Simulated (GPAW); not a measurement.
TiSi2:

```xyz
6
Lattice="0.0000 4.1175 4.2629 2.3895 0.0000 4.2629 2.3895 4.1175 0.0000" Properties=species:S:1:pos:R:3 pbc="T T T"
Ti    3.5843    6.1763    6.3943
Ti    2.3895    4.1175    4.2629
Si    1.1948    3.3975    2.1314
Si    1.1948    0.7200    2.1314
Si    2.3895    1.3387    4.2629
Si    2.3895    6.8963    4.2629
```

The cell is a database's computed one.

```yaml
Program: GPAW 26.7.0
Task: relaxation of cell and atoms
Functional: revPBE
Potentials_or_basis: the program's PAW data sets (release 1.2.1) made for this functional
Cutoff: 600 eV
Basis: pw
k_mesh: 5 × 5 × 5
Occupations: fermi-dirac, width 0.05 eV
Spin: no spin polarisation
```

At the start: pressure 4.4 GPa; volume 13.98 Å³/atom.

**Question.** Where does the relaxation end?

**Answer.** Over 8 steps the energy falls by 7.1 meV/atom and the volume is 14.39 Å³/atom (+2.9 %); space group Fddd (No. 70, to 0.05 Å).

The path:
```csv
step,energy change (eV),largest force (eV/Å),pressure (GPa),volume (Å³)
1,0.0000,0.0457,4.39,83.88
2,-0.0072,0.0438,3.94,84.11
3,-0.0415,0.0278,0.12,86.23
4,-0.0418,0.0250,-0.02,86.32
5,-0.0420,0.0203,-0.10,86.37
6,-0.0424,0.0084,-0.16,86.41
7,-0.0425,0.0014,-0.11,86.39
8,-0.0425,0.0045,-0.03,86.35
```

Final structure:
```
CELL_PARAMETERS angstrom
0.00000 4.14838 4.32218
2.40788 0.00000 4.32218
2.40788 4.14838 0.00000
ATOMIC_POSITIONS crystal
Ti 0.75000 0.75000 0.75000
Ti 0.50000 0.50000 0.50000
Si 0.41099 0.08901 0.41099
Si 0.08901 0.41099 0.08901
Si 0.16099 0.83901 0.16099
Si 0.83901 0.16099 0.83901
```

Caveat: later steps reuse the first step's grids.
